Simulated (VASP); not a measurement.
# Li (Pm-3m) in VASP: notebook

The runs below take Li through single point, with BLYP.

All numbers are computed with VASP 6.6.1; they aren't measurements. Logs are shortened: lines on timing, memory, paths and dates and some standing lists are left out, and cuts for length are marked.

**1. The crystal as given**

Symmetry: Pm-3m, No. 221, cubic system. Conventional cell: a = 2.726 Å, b = 2.726 Å, c = 2.726 Å, α = 90.00°, β = 90.00°, γ = 90.00°. Around Li (site symmetry m-3m) lie 6 Li at 2.73 Å.

This isn't the form of Li at room conditions, which is bcc.

**2. Single point, BLYP**

Input file INCAR:

```
SYSTEM = Li
PREC = Accurate
ENCUT = 520
EDIFF = 1E-6
ISMEAR = -1
SIGMA = 0.1
LREAL = .False.
LASPH = .True.
NELM = 100
ALGO = Normal
ISIF = 2
LWAVE = .False.
LCHARG = .False.
GGA = B5
ALDAX = 1.0
AGGAX = 1.0
AGGAC = 1.0
ALDAC = 0.0
NBANDS = 8
```

Input file KPOINTS:

```
regular mesh
0
Gamma
  19 19 19
  0 0 0
```

Input file POSCAR:

```
Li
1.0
    2.7260853010      0.0000000000      0.0000000000
    0.0000000000      2.7260853010      0.0000000000
    0.0000000000      0.0000000000      2.7260853010
Li
1
Direct
    0.0000000000      0.0000000000      0.0000000000
```

Potentials or basis: VASP PAW PBE potentials, release 64 (Li_sv).

Command:

```
> cat potpaw_PBE.64/Li_sv/POTCAR > POTCAR
> mpirun -np 1 vasp_std > vasp.out
```

OUTCAR:

```text
SYSTEM = Li
   PREC = Accurate
   ENCUT = 520
   EDIFF = 1E-6
   ISMEAR = -1
   LREAL = .False.
   LASPH = .True.
   NELM = 100
   ISIF = 2
   GGA = B5

 ion  position               nearest neighbor table
   1  0.000  0.000  0.000-

  LATTYP: Found a simple cubic cell.
 ALAT       =     2.7260853010

  Lattice vectors:

 A1 = (   2.7260853010,   0.0000000000,   0.0000000000)
 A2 = (   0.0000000000,   2.7260853010,   0.0000000000)
 A3 = (   0.0000000000,   0.0000000000,   2.7260853010)

Analysis of symmetry for initial positions (statically):
=====================================================================
 Subroutine PRICEL returns:
 Original cell was already a primitive cell.

 Routine SETGRP: Setting up the symmetry group for a
 simple cubic supercell.

 Subroutine GETGRP returns: Found 48 space group operations
 (whereof 48 operations were pure point group operations)
 out of a pool of 48 trial point group operations.

The static configuration has the point symmetry O_h .

Analysis of symmetry for dynamics (positions and initial velocities):
=====================================================================
 Subroutine PRICEL returns:
 Original cell was already a primitive cell.

 Routine SETGRP: Setting up the symmetry group for a
 simple cubic supercell.

 Subroutine GETGRP returns: Found 48 space group operations
 (whereof 48 operations were pure point group operations)
 out of a pool of 48 trial point group operations.

The dynamic configuration has the point symmetry O_h .

 Subroutine INISYM returns: Found 48 space group operations
 (whereof 48 operations are pure point group operations),
 and found     1 'primitive' translations

----------------------------------------------------------------------------------------

                                     Primitive cell

  volume of cell :      20.2590

  direct lattice vectors                    reciprocal lattice vectors
     2.726085301  0.000000000  0.000000000     0.366826379  0.000000000  0.000000000
     0.000000000  2.726085301  0.000000000     0.000000000  0.366826379  0.000000000
     0.000000000  0.000000000  2.726085301     0.000000000  0.000000000  0.366826379

  length of vectors
     2.726085301  2.726085301  2.726085301     0.366826379  0.366826379  0.366826379

  position of ions in fractional coordinates (direct lattice)
     0.000000000  0.000000000  0.000000000

  ion indices of the primitive-cell ions
   primitive index   ion index
                 1           1

----------------------------------------------------------------------------------------

 KPOINTS: regular mesh

Automatic generation of k-mesh.
 Grid dimensions read from file:
 generate k-points for:   19   19   19

 Generating k-lattice:

  Cartesian coordinates                     Fractional coordinates (reciprocal lattice)
     0.019306652  0.000000000  0.000000000     0.052631579  0.000000000  0.000000000
     0.000000000  0.019306652  0.000000000     0.000000000  0.052631579  0.000000000
     0.000000000  0.000000000  0.019306652     0.000000000  0.000000000  0.052631579

  Length of vectors
     0.019306652  0.019306652  0.019306652

  Shift w.r.t. Gamma in fractional coordinates (k-lattice)
     0.000000000  0.000000000  0.000000000

 Subroutine IBZKPT returns following result:
 ===========================================

 Found    220 irreducible k-points:

 Following reciprocal coordinates:
            Coordinates               Weight
  0.000000  0.000000  0.000000      1.000000
  0.052632  0.000000  0.000000      6.000000
  0.105263  0.000000  0.000000      6.000000
  0.157895  0.000000  0.000000      6.000000
  0.210526  0.000000  0.000000      6.000000
  0.263158  0.000000  0.000000      6.000000
[... 16 lines left out ...]
  0.263158  0.105263  0.000000     24.000000
  0.315789  0.105263  0.000000     24.000000
 [... further k-points ...]
   k-points           NKPTS =    220   k-points in BZ     NKDIM =    220   number of bands    NBANDS=      8
   number of dos      NEDOS =    301   number of ions     NIONS =      1
   total plane-waves  NPLWV =   8000
   dimension x,y,z NGX =    20 NGY =   20 NGZ =   20
   dimension x,y,z NGXF=    40 NGYF=   40 NGZF=   40
   ions per type =               1
   NGX,Y,Z   is equivalent  to a cutoff of  12.20, 12.20, 12.20 a.u.
   NGXF,Y,Z  is equivalent  to a cutoff of  24.39, 24.39, 24.39 a.u.
 SYSTEM =  Li
   PREC   = accura    normal or accurate (medium, high low for compatibility)
   ISTART =      0    job   : 0-new  1-cont  2-samecut
   ICHARG =      2    charge: 1-file 2-atom 10-const
   ISPIN  =      1    spin polarized calculation?
   LNONCOLLINEAR =      F non collinear calculations
   LSORBIT =      F    spin-orbit coupling
   LASPH  =      T    aspherical Exc in radial PAW
   ENCUT  =  520.0 eV  38.22 Ry    6.18 a.u.   5.07  5.07  5.07*2*pi/ulx,y,z
   NELM   =    100;   NELMIN=  2; NELMDL= -5     # of ELM steps
   EDIFF  = 0.1E-05   stopping-criterion for ELM
   LREAL  =      F    real-space projection
   EDIFFG = 0.1E-04   stopping-criterion for IOM
   NSW    =      0    number of steps for IOM
   IBRION =     -1    ionic relax: 0-MD 1-quasi-New 2-CG
   NFREE  =      0    steps in history (QN), initial steepest desc. (CG)
   ISIF   =      2    stress and relaxation
   ISYM   =      2    0-nonsym 1-usesym 2-fastsym
   POTIM  = 0.5000    time-step for ionic-motion
   TEBEG  =    0.0;   TEEND  =   0.0 temperature during run
   PSTRESS=    0.0 pullay stress
   NELECT =       3.0000    total number of electrons
   NUPDOWN=      -1.0000    fix difference up-down
   EMIN   =  10.00;   EMAX   =-10.00  energy-range for DOS
   EFERMI =   0.00;   METHOD = LEGACY
   ISMEAR =    -1;   SIGMA  =   0.10  broadening in eV -4-tet -1-fermi 0-gaus
   EFERMI_NEDOS =   21; number of points for ismear=-14 and -15
   IALGO  =     38    algorithm
   IMIX   =      4    mixing-type and parameters
     AMIX     =   0.40;   BMIX     =  1.00
     AMIX_MAG =   1.60;   BMIX_MAG =  1.00
  volume/ion in A,a.u.               =      20.26       136.71
  Fermi-wavevector in a.u.,A,eV,Ry     =   0.866115  1.636721 10.206493  0.750156
  Thomas-Fermi vector in A             =   1.984457
   LORBIT       =      0    0 simple, 1 ext, 2 COOP (PROOUT), +10 PAW based schemes
   GGA     = B5    functional components
   LHFCALC =     F    Hartree Fock is set to
   AEXX    =    0.0000 exact exchange contribution
   IVDW    =     0    specifies the selected vdW correction
   LEPSILON=     F    determine dielectric tensor
   LRPA    =     F    only Hartree local field effects (RPA)
 non-spin polarized calculation
  energy-cutoff  :      520.00
  volume of cell :       20.26
 maximum number of plane-waves:       556
   NGX = 11   NGY = 11   NGZ = 11

 number of electron       3.0000007 magnetization

 Free energy of the ion-electron system (eV)
  ---------------------------------------------------
  ext. energy  EPLUGINS =         0.00000000
  ---------------------------------------------------
  free energy    TOTEN  =        -1.45761338 eV

  energy without entropy =       -1.44475967  energy(sigma->0) =       -1.45118652

 E-fermi :   1.0126     XC(G=0):  -6.6456

 val. band max:        0.9740943278   @ k =   0.3158   0.3158   0.1579
 cond. band min:       1.0251649475   @ k =   0.3684   0.2632   0.1579
 fundamental gap:      0.0510706197
 Fermi energy:         1.0126361127

 k-point     1 :       0.0000    0.0000    0.0000
  band No.  band energies     occupation
      1     -46.4606      2.00000
      2      -2.4547      2.00000
      3      12.8263      0.00000
      4      12.8263      0.00000
      5      12.8263      0.00000
      6      15.4655      0.00000
      7      15.4655      0.00000
      8      21.5125      0.00000

 k-point     2 :       0.0526    0.0000    0.0000
  band No.  band energies     occupation
      1     -46.4601      2.00000
      2      -2.4142      2.00000
      3      12.0232      0.00000
      4      12.8742      0.00000
      5      12.8742      0.00000
      6      15.5204      0.00000
      7      16.3316      0.00000
      8      21.4732      0.00000

 k-point     3 :       0.1053    0.0000    0.0000
  band No.  band energies     occupation
      1     -46.4584      2.00000
      2      -2.2913      2.00000
      3      10.6403      0.00000
      4      13.0174      0.00000
      5      13.0174      0.00000
      6      15.6851      0.00000
      7      17.8672      0.00000
      8      21.4138      0.00000

 k-point     4 :       0.1579    0.0000    0.0000
  band No.  band energies     occupation
      1     -46.4559      2.00000
      2      -2.0876      2.00000
      3       9.2280      0.00000
      4      13.2529      0.00000
      5      13.2529      0.00000
      6      15.9590      0.00000
      7      19.3052      0.00000
      8      21.5388      0.00000

 k-point     5 :       0.2105    0.0000    0.0000
  band No.  band energies     occupation
      1     -46.4528      2.00000
      2      -1.8055      2.00000
      3       7.8806      0.00000
      4      13.5746      0.00000
      5      13.5746      0.00000
      6      16.3410      0.00000
      7      19.9257      0.00000
      8      22.4569      0.00000
[... 177 lines left out ...]
 k-point    22 :       0.2105    0.1053    0.0000
  band No.  band energies     occupation
      1     -46.4506      2.00000
      2      -1.6346      2.00000
      3       7.9071      0.00000
      4      11.7984      0.00000
      5      13.7631      0.00000
      6      18.0167      0.00000
      7      19.9883      0.00000
      8      22.3070      0.00000

 k-point    23 :       0.2632    0.1053    0.0000
  band No.  band energies     occupation
      1     -46.4472      2.00000
      2      -1.2734      2.00000
      3       6.6975      0.00000
      4      12.1883      0.00000
      5      14.1593      0.00000
      6      18.4099      0.00000
      7      19.4537      0.00000
      8      23.3500      0.00000

 k-point    24 :       0.3158    0.1053    0.0000
  band No.  band energies     occupation
      1     -46.4439      2.00000
      2      -0.8448      2.00000
      3       5.5747      0.00000
      4      12.6716      0.00000
      5      14.6112      0.00000
      6      18.4462      0.00000
      7      19.2031      0.00000
      8      22.8801      0.00000

 [... further k-points ...]

------------------------ aborting loop because EDIFF is reached ----------------------------------------

  FORCE on cell =-STRESS in cart. coord.  units (eV):
  Direction    XX          YY          ZZ          XY          YZ          ZX
  --------------------------------------------------------------------------------------
  -------------------------------------------------------------------------------------
  Total       -0.0145978     -0.0145978     -0.0145978      0.0000000      0.0000000     -0.0000000
  in kB       -1.1544641     -1.1544641     -1.1544641      0.0000000      0.0000000     -0.0000000
  external PRESSURE =      -1.1544641 kB  Pullay stress =       0.0000000 kB

 VOLUME and BASIS-vectors are now :
 -----------------------------------------------------------------------------
  energy-cutoff  :      520.00
  volume of cell :       20.26
      direct lattice vectors                 reciprocal lattice vectors
     2.726085301  0.000000000  0.000000000     0.366826379  0.000000000  0.000000000
     0.000000000  2.726085301  0.000000000     0.000000000  0.366826379  0.000000000
     0.000000000  0.000000000  2.726085301     0.000000000  0.000000000  0.366826379

 POSITION                                       TOTAL-FORCE (eV/Angst)
 -----------------------------------------------------------------------------------
      0.00000      0.00000      0.00000         0.000000      0.000000      0.000000
 -----------------------------------------------------------------------------------
    total drift:                               -0.000000     -0.000000     -0.000000

  FREE ENERGIE OF THE ION-ELECTRON SYSTEM (eV)
  ---------------------------------------------------
  free  energy   TOTEN  =        -1.4576133807 eV

  energy  without entropy=       -1.4447596660  energy(sigma->0) =       -1.45118652
```

Run time: 28 s. Hardware: 1 thread of AMD EPYC 7R43 (Zen 3), shared host; peak memory 0.09 GiB.

Results:

| Quantity | Value |
| --- | --- |
| Free energy | -1.4576 eV |
| Band gap on the k mesh | none (metal or under the smearing width) |

Levels at points of the mesh, in eV from the Fermi level:
```csv
k point,band 1,band 2,band 3,band 4,band 5
"(0.00, 0.00, 0.00)",-47.47,-3.47,11.81,11.81,11.81
```

Caveat: the cutoff is under 1.25 times the usual one of these potentials, so pressure, stress and relaxed cells hold a basis-set (Pulay) error; the PAW data sets were made with another functional, which shifts forces and pressure a little.

**3. Single point, BLYP**

This run uses another cell than the first one, of 21.07 Å³/atom, 1.040 times its volume.

Edit INCAR of step 2 so:

```diff
@@ -3,3 +3,3 @@
 ENCUT = 520
-EDIFF = 1E-6
+EDIFF = 1E-7
 ISMEAR = -1
@@ -8,3 +8,3 @@
 LASPH = .True.
-NELM = 100
+NELM = 80
 ALGO = Normal
```

Input file KPOINTS:

```
regular mesh
0
Gamma
  13 13 13
  0 0 0
```

Input file POSCAR:

```
Li
1.0
    2.7619589583      0.0000000000      0.0000000000
    0.0000000000      2.7619589583      0.0000000000
    0.0000000000      0.0000000000      2.7619589583
Li
1
Direct
    0.0000000000      0.0000000000      0.0000000000
```

Potentials or basis: VASP PAW PBE potentials, release 64 (Li_sv).

Command:

```
> cat potpaw_PBE.64/Li_sv/POTCAR > POTCAR
> mpirun -np 1 vasp_std > vasp.out
```

Run time: 21 s. Hardware: 1 thread of AMD EPYC 7R43 (Zen 3), shared host; peak memory 0.09 GiB.

It converged, with:

```
Free energy            : -1.4573 eV
Band gap on the k mesh : none (metal or under the smearing width)
```

Levels at points of the mesh, in eV from the Fermi level:
| k point | band 1 | band 2 | band 3 | band 4 | band 5 |
| --- | --- | --- | --- | --- | --- |
| (0.00, 0.00, 0.00) | -47.54 | -3.43 | 11.49 | 11.49 | 11.49 |

Caveat: the cutoff is under 1.25 times the usual one of these potentials, so pressure, stress and relaxed cells hold a basis-set (Pulay) error; the PAW data sets were made with another functional, which shifts forces and pressure a little.

**4. Single point, BLYP**

This run uses another cell than the first one, of 19.45 Å³/atom, 0.960 times its volume.

Input file INCAR:

```
  PREC = Accurate
  ENCUT = 520
  EDIFF = 1E-7
  ISMEAR = -1
  SIGMA = 0.1
  LREAL = False
  LASPH = True
  NELM = 60
  ALGO = Normal
  ISIF = 2
  LWAVE = False
  LCHARG = False
  GGA = B5
  ALDAX = 1.0
  AGGAX = 1.0
  AGGAC = 1.0
  ALDAC = 0.0
  NBANDS = 8
```

Input file KPOINTS:

```
regular mesh
0
Gamma
  13 13 13
```

Input file POSCAR:

```
Li
1.0
    2.6892417940      0.0000000000      0.0000000000
    0.0000000000      2.6892417940      0.0000000000
    0.0000000000      0.0000000000      2.6892417940
Li
1
Direct
    0.0000000000      0.0000000000      0.0000000000
```

Potentials or basis: VASP PAW PBE potentials, release 64 (Li_sv).

Command:

```
> cat potpaw_PBE.64/Li_sv/POTCAR > POTCAR
> mpirun -np 1 vasp_std > vasp.out
```

OUTCAR:

```text
PREC = Accurate
   ENCUT = 520
   EDIFF = 1E-7
   ISMEAR = -1
   LREAL = False
   LASPH = True
   NELM = 60
   ISIF = 2
   GGA = B5

 ion  position               nearest neighbor table
   1  0.000  0.000  0.000-

  LATTYP: Found a simple cubic cell.
 ALAT       =     2.6892417940

  Lattice vectors:

 A1 = (   2.6892417940,   0.0000000000,   0.0000000000)
 A2 = (   0.0000000000,   2.6892417940,   0.0000000000)
 A3 = (   0.0000000000,   0.0000000000,   2.6892417940)

Analysis of symmetry for initial positions (statically):
=====================================================================
 Subroutine PRICEL returns:
 Original cell was already a primitive cell.

 Routine SETGRP: Setting up the symmetry group for a
 simple cubic supercell.

 Subroutine GETGRP returns: Found 48 space group operations
 (whereof 48 operations were pure point group operations)
 out of a pool of 48 trial point group operations.

The static configuration has the point symmetry O_h .

Analysis of symmetry for dynamics (positions and initial velocities):
[... 156 lines left out ...]

 E-fermi :   1.1393     XC(G=0):  -6.7466

 val. band max:        1.0282803083   @ k =   0.3846   0.2308   0.1538
 cond. band min:       1.1938669959   @ k =   0.4615   0.1538   0.1538
 fundamental gap:      0.1655866876
 Fermi energy:         1.1392696827

 k-point     1 :       0.0000    0.0000    0.0000
  band No.  band energies     occupation
      1     -46.2915      2.00000
      2      -2.3894      2.00000
      3      13.2807      0.00000
      4      13.2807      0.00000
      5      13.2807      0.00000
      6      15.9662      0.00000
      7      15.9662      0.00000
      8      22.2499      0.00000
[... 243 lines left out ...]
 k-point    24 :       0.3846    0.3077    0.0000
  band No.  band energies     occupation
      1     -46.2549      2.00000
      2       1.3055      0.31890
      3       5.0121      0.00000
      4       9.6841      0.00000
      5      12.8686      0.00000
      6      17.0197      0.00000
      7      22.5209      0.00000
      8      24.5525      0.00000

 [... further k-points ...]

------------------------ aborting loop because EDIFF is reached ----------------------------------------

  FORCE on cell =-STRESS in cart. coord.  units (eV):
  Direction    XX          YY          ZZ          XY          YZ          ZX
  --------------------------------------------------------------------------------------
  -------------------------------------------------------------------------------------
  Total        0.0478826      0.0478826      0.0478826      0.0000000      0.0000000     -0.0000000
  in kB        3.9445587      3.9445587      3.9445587      0.0000000      0.0000000     -0.0000000
  external PRESSURE =       3.9445587 kB  Pullay stress =       0.0000000 kB

 VOLUME and BASIS-vectors are now :
 -----------------------------------------------------------------------------
  energy-cutoff  :      520.00
  volume of cell :       19.45
      direct lattice vectors                 reciprocal lattice vectors
     2.689241794  0.000000000  0.000000000     0.371852022  0.000000000  0.000000000
     0.000000000  2.689241794  0.000000000     0.000000000  0.371852022  0.000000000
     0.000000000  0.000000000  2.689241794     0.000000000  0.000000000  0.371852022

 POSITION                                       TOTAL-FORCE (eV/Angst)
 -----------------------------------------------------------------------------------
      0.00000      0.00000      0.00000         0.000000      0.000000      0.000000
 -----------------------------------------------------------------------------------
    total drift:                               -0.000000      0.000000     -0.000000

  FREE ENERGIE OF THE ION-ELECTRON SYSTEM (eV)
  ---------------------------------------------------
  free  energy   TOTEN  =        -1.4569278027 eV

  energy  without entropy=       -1.4457353897  energy(sigma->0) =       -1.45133160
```

Wall time 16 s (1 thread of AMD EPYC 7R43 (Zen 3), shared host); peak memory 0.08 GiB.

Results:

* Free energy: -1.4569 eV
* Band gap on the k mesh: none (metal or under the smearing width)

Caveat: the cutoff is under 1.25 times the usual one of these potentials, so pressure, stress and relaxed cells hold a basis-set (Pulay) error; the PAW data sets were made with another functional, which shifts forces and pressure a little.

**5. The runs side by side**

```csv
cell,k mesh,gap on the mesh (eV)
"Pm-3m, 20.26 Å³/atom",19 × 19 × 19,none
"Pm-3m, 21.07 Å³/atom",13 × 13 × 13,none
"Pm-3m, 19.45 Å³/atom",13 × 13 × 13,none
```

Alike in all rows: task single point; level BLYP; potentials or basis VASP PAW PBE potentials, release 64 (Li_sv); no spin polarisation; cutoff (eV) 520; smearing fermi-dirac 0.1 eV.

Every run on the cell as given and a fine mesh finds a metal.

Caveats: the cutoff is under 1.25 times the usual one of these potentials, so pressure, stress and relaxed cells hold a basis-set (Pulay) error; the PAW data sets were made with another functional, which shifts forces and pressure a little.

Absolute energies hang on the potentials; compare differences alone.
